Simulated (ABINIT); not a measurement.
# Ta (Im-3m) in ABINIT: further runs, part 2 of 2

ABINIT 10.8.3 (patched build).

### 3 Equation of state, BLYP+D4

The input, run.py:

```python
import json, os
import numpy as np
from ase.eos import EquationOfState
from ase.units import GPa
from ase.calculators.mixing import SumCalculator
from dftd4.ase import DFTD4
from ase.calculators.abinit import Abinit, AbinitProfile
from ase import Atoms

atoms = Atoms(['Ta'],
              cell=[[-1.65128, 1.65128, 1.65128], [1.65128, -1.65128, 1.65128], [1.65128, 1.65128, -1.65128]],
              scaled_positions=[[0.0, 0.0, 0.0]],
              pbc=True)

profile = AbinitProfile(command='abinit', pp_paths=[os.path.abspath('pseudos')])
params = dict(
    pps='pawxml', xc='PBE',
    ecut=408.1708,
    pawecutdg=816.3416,
    kptopt=1,
    ngkpt=[11, 11, 11],
    nshiftk=1,
    shiftk=[0.0, 0.0, 0.0],
    ixc=-106131,
    nband=11,
    occopt=3,
    tsmear=0.05,
    nstep=100,
    tolvrs=1e-09,
    prtwf=0,
    prtden=0,
)

cell0 = atoms.cell.copy()
volumes, energies = [], []
for i, x in enumerate([0.94, 0.96, 0.98, 1.0, 1.02, 1.04, 1.06]):
    atoms.set_cell(cell0 * x ** (1 / 3), scale_atoms=True)
    atoms.calc = SumCalculator([Abinit(profile=profile, directory=f'v{i}', **params), DFTD4(method='blyp')])
    volumes.append(atoms.get_volume() / len(atoms))
    dft, disp = atoms.calc.mixer.calcs
    energies.append((dft.get_property('free_energy', atoms) + disp.get_property('energy', atoms)) / len(atoms))
    print(f'{x:5.2f} {volumes[-1]:10.5f} A^3/atom {energies[-1]:14.6f} eV/atom', flush=True)
    json.dump(dict(volumes=volumes, energies=energies), open('results.json', 'w'))
v0, e0, b0 = EquationOfState(volumes, energies, eos='sjeos').fit()
print(f'V0 {v0:.4f} A^3/atom  E0 {e0:.6f} eV/atom  B0 {b0 / GPa:.2f} GPa')
```

Potentials or basis: JTH PAW PBE v2.0.

Started as:

```console
> python run.py
```

What it wrote:

```text
0.94   16.92973 A^3/atom   -1603.081446 eV/atom
 0.96   17.28994 A^3/atom   -1603.116441 eV/atom
 0.98   17.65014 A^3/atom   -1603.140829 eV/atom
 1.00   18.01035 A^3/atom   -1603.154288 eV/atom
 1.02   18.37056 A^3/atom   -1603.158008 eV/atom
 1.04   18.73076 A^3/atom   -1603.153496 eV/atom
 1.06   19.09097 A^3/atom   -1603.141001 eV/atom
V0 18.3519 A^3/atom  E0 -1603.158177 eV/atom  B0 197.08 GPa
```

abinit.in:

```text
ecut 408.1708 eV
ixc -106131
kptopt 1
natom 1
nband 11
ngkpt
11 11 11
nshiftk 1
nsppol 1
nstep 100
occopt 3
pawecutdg 816.3416 eV
prtden 0
prtwf 0
shiftk
0.0 0.0 0.0
tolvrs 1e-09
tsmear 0.05 eV
#Definition of the unit cell
acell
1.00000000000000 1.00000000000000 1.00000000000000 Angstrom
rprim
-1.68366626140936 1.68366626140936 1.68366626140936
1.68366626140936 -1.68366626140936 1.68366626140936
1.68366626140936 1.68366626140936 -1.68366626140936
chkprim 0 # Allow non-primitive cells
#Definition of the atom types
ntypat 1
znucl 73
#Enumerate different atomic species
typat
 1
pseudos "./pseudos/Ta.GGA_PBE-JTH.xml"
#Definition of the atoms
xcart
0.00000000000000 0.00000000000000 0.00000000000000
chkexit 1 # abinit.exit file in the running directory terminates after the current SCF
```

abinit.abo:

```text
.Version 10.8.3 of ABINIT
 Symmetries : space group Im -3 m (#229); Bravais cI (body-center cubic)
================================================================================
 Values of the parameters that define the memory need of the present run
     intxc =       0    ionmov =       0      iscf =      17    lmnmax =      18
     lnmax =       6     mgfft =      20  mpssoang =       3    mqgrid =    3001
     natom =       1  nloc_mem =       2    nspden =       1   nspinor =       1
    nsppol =       1      nsym =      48    n1xccc =       1    ntypat =       1
    occopt =       3   xclevel =       2
       mpw =         370          nfft =        8000          nkpt =          56
 PAW method is used; the additional fine FFT grid is defined by:
   mgfftf=        30    nfftf =     27000
================================================================================
================================================================================

--------------------------------------------------------------------------------
------------- Echo of variables that govern the present computation ------------
--------------------------------------------------------------------------------
 -outvars: echo values of preprocessed input variables --------
            acell      1.8897261259E+00  1.8897261259E+00  1.8897261259E+00 Bohr
              amu      1.80947900E+02
          chkexit           1
          chkprim           0
             ecut      1.50000002E+01 Hartree
                       outvar_i_n : Printing only first  50 k-points.
              ixc     -106131
                       outvar_i_n : Printing only first  50 k-points.
         kptrlatt       11    0    0      0   11    0      0    0   11
[... 184 lines left out ...]
comment             : '"Double-counting" decomposition of free energy'
band_energy         : -1.20868251157067E+01
Ewald energy        : -4.83261004511963E+01
psp_core            :  7.76062419337381E+00
xc_dc               : -1.23961618635614E+01
PAW spherical_terms :  6.15471713825313E+00
internal            : -5.88937460988375E+01
'-kT*entropy'       : -3.57904581145048E-04
total_energy_dc     : -5.88941040034186E+01
total_energy_dc_eV  : -1.60259021164800E+03
...

--- !EnergyTermsWithPAWCore
iteration_state     : {dtset: 1, }
comment             : 'Components of total free energy, including PAW core contributions'
Total energy        : -1.56057762510538E+04
Total energy DC     : -1.56057762472025E+04
Total energy (eV)   : -4.24654805235781E+05
Total energy DC (eV): -4.24654805130983E+05
...

 Cartesian components of stress tensor (hartree/bohr^3)
  sigma(1 1)=  1.34536703E-04  sigma(3 2)=  0.00000000E+00
  sigma(2 2)=  1.34536703E-04  sigma(3 1)=  0.00000000E+00
  sigma(3 3)=  1.34536703E-04  sigma(2 1)=  0.00000000E+00

-Cartesian components of stress tensor (GPa)         [Pressure= -3.9582E+00 GPa]
- sigma(1 1)=  3.95820646E+00  sigma(3 2)=  0.00000000E+00
- sigma(2 2)=  3.95820646E+00  sigma(3 1)=  0.00000000E+00
- sigma(3 3)=  3.95820646E+00  sigma(2 1)=  0.00000000E+00

== END DATASET(S) ==============================================================
================================================================================

 -outvars: echo values of variables after computation  --------
            acell      1.8897261259E+00  1.8897261259E+00  1.8897261259E+00 Bohr
           etotal     -5.8894104003E+01
            fcart     -0.0000000000E+00 -0.0000000000E+00 -0.0000000000E+00
            rprim     -1.6836662614E+00  1.6836662614E+00  1.6836662614E+00
                       1.6836662614E+00 -1.6836662614E+00  1.6836662614E+00
                       1.6836662614E+00  1.6836662614E+00 -1.6836662614E+00
           strten      1.3453670300E-04  1.3453670300E-04  1.3453670300E-04
                       0.0000000000E+00  0.0000000000E+00  0.0000000000E+00
 Calculation completed.
```

It took 50 s on 1 thread of Arm Neoverse V2, shared host; peak memory 0.09 GiB.

Results:

| Quantity | Value |
| --- | --- |
| Equilibrium volume | 18.35 Å³/atom |
| Bulk modulus | 197 GPa |
| Pressure derivative of the bulk modulus | 3.7 (rough: it moves with the points fitted) |

Energy against volume, from the lowest point:
| volume (Å³/atom) | energy (meV/atom) |
| --- | --- |
| 16.930 | 76.56 |
| 17.290 | 41.57 |
| 17.650 | 17.18 |
| 18.010 | 3.72 |
| 18.371 | 0.00 |
| 18.731 | 4.51 |
| 19.091 | 17.01 |

Caveat: the cutoff is too short for stress, so the log's stress isn't used; pressures at fixed basis lie under the slope of the energies; the log and the count of SCF iterations are those of the last ABINIT call alone; the PAW data sets were made with another functional, which shifts forces and pressure a little. Spin-orbit coupling is left out, which matters for the levels of Ta.

### 4 Equation of state, PBE

The input, run.abi:

```
# Datasets: one volume each
ndtset 7
getwfk -1
scalecart1 3*0.9795861087
scalecart2 3*0.9864848297
scalecart3 3*0.9932883884
scalecart4 3*1.0000000000
scalecart5 3*1.0066227096
scalecart6 3*1.0131594038
scalecart7 3*1.0196128224

# Pseudopotentials
pp_dirpath "./"
pseudos "Ta.GGA_PBE-JTH.xml"

# Structure
acell 3*1.0 Angstrom
rprim
    -1.6512800000     1.6512800000     1.6512800000
     1.6512800000    -1.6512800000     1.6512800000
     1.6512800000     1.6512800000    -1.6512800000
ntypat 1
znucl 73
natom 1
typat 1
xred
     0.0000000000     0.0000000000     0.0000000000

# Plane-wave basis
ecut 10.0
pawecutdg 20.0

# k points
kptopt 1
ngkpt 11 11 11
nshiftk 1
shiftk 0.0 0.0 0.0

# Exchange and correlation
ixc 11

# Bands and occupations
nband 11
occopt 3
tsmear 0.05 eV

# SCF cycle
nstep 100
tolvrs 1.0e-9

# Output
iomode 3
prtwf 1
prtden 0
prteig 0
prtebands 0
enunit 2
```

Started as:

```console
> abinit run.abi > log 2>&1
```

Run time: 17 s. Hardware: 1 thread of Arm Neoverse V2, shared host; peak memory 0.11 GiB.

The run converged. Its results:

```
Equilibrium volume                      : 18.24 Å³/atom
Bulk modulus                            : 195 GPa
Pressure derivative of the bulk modulus : 3.6 (rough: it moves with the points fitted)
```

Energy against volume, from the lowest point:
```
volume (Å³/atom)  energy (meV/atom)
          16.930              63.71
          17.290              32.12
          17.650              11.98
          18.010               1.07
          18.371               0.00
          18.731               7.54
          19.091              22.08
```

Caveat: the cutoff is too short for stress, so the log's stress isn't used; pressures at fixed basis lie under the slope of the energies.

### 5 Summary

```csv
level,spin,cutoff (eV),fine-grid cutoff,dispersion computed by,V0 of scaled cells (Å³/atom),B0 (GPa)
PBE,"SOC, no magnetisation",408,816.342 eV,-,18.24,195
BLYP+D4,off,408,816.342 eV,dftd4 4.3.1,18.35,197
PBE,off,272,544.228 eV,-,18.24,195
```

Alike in all rows: task equation of state; potentials or basis JTH PAW PBE v2.0; cell as given; k mesh 11 × 11 × 11; smearing fermi-dirac 0.05 eV.

Caveats: pressures at fixed basis lie under the slope of the energies; the PAW data sets were made with another functional, which shifts forces and pressure a little (some runs).

Absolute energies hang on the potentials; compare differences alone.

### 6 Against experiment

Step 2. Against the measured bulk modulus of Ta, 194 GPa (quoted in “Pressure effects on the electronic structure and superconductivity of (TaNb)0.67(HfZrTi)0.33 high entropy alloy”, 2019, arxiv:1910.08312), the calculated 195 GPa is off by +0.7 %. The fit is for a static lattice scaled at fixed shape and fixed fractional positions.

Step 3. Measured bulk modulus of Ta: 194 GPa (quoted in “Pressure effects on the electronic structure and superconductivity of (TaNb)0.67(HfZrTi)0.33 high entropy alloy”, 2019, arxiv:1910.08312). This calculation gives 197 GPa (+1.6 %). The fit is for a static lattice scaled at fixed shape and fixed fractional positions.

Step 4. A measured bulk modulus of Ta is 194 GPa (quoted in “Pressure effects on the electronic structure and superconductivity of (TaNb)0.67(HfZrTi)0.33 high entropy alloy”, 2019, arxiv:1910.08312); the calculated 195 GPa misses it by +0.7 %. The fit is for a static lattice scaled at fixed shape and fixed fractional positions.
